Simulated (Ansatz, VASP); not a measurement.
Two plane-wave programs on TePb

```
Pb Te
1.0
     0.00000    3.23100    3.23100
     3.23100    0.00000    3.23100
     3.23100    3.23100    0.00000
Pb Te
1 1
Direct
  0.00000 0.00000 0.00000
  0.50000 0.50000 0.50000
```

Alike in both runs: task relaxation of cell and atoms; functional RPBE; dispersion D4; k mesh 7 × 7 × 7; occupations fermi-dirac, width 0.05 eV; no spin polarisation.

```csv
,VASP,Ansatz
version,VASP 6.6.1,Ansatz 0.2.0
potentials or method,"VASP PAW PBE potentials, release 64 (Pb_d, Te)",Ansatz PAW
plane-wave cutoff (eV),600,420
valence electrons in the cell,20,30
```

Ansatz gave:

- gap on the k mesh at the Fermi level, each at its own relaxed structure (eV): 1.06
- relaxed volume (Å³/atom): 33.73
- relaxed cell length with the largest relative difference (Å): 4.569

Task: Estimate VASP's values.

Result: gap on the k mesh at the Fermi level, each at its own relaxed structure (eV): 1.06; relaxed volume (Å³/atom): 33.69; relaxed cell length with the largest relative difference (Å): 4.568.

The two sets of potentials don't hold the same shells in valence.

Caveats: the PAW data sets were made with another functional, which shifts forces and pressure a little (VASP); the plane-wave basis is chosen anew once the cell has moved, so the energies of steps on either side of that aren't comparable (Ansatz); the PAW data sets come from PBE, with cores solved anew for the run's functional, which leaves a small shift of forces and pressure (Ansatz). Spin-orbit coupling is left out, which matters for the levels of Pb, Te.
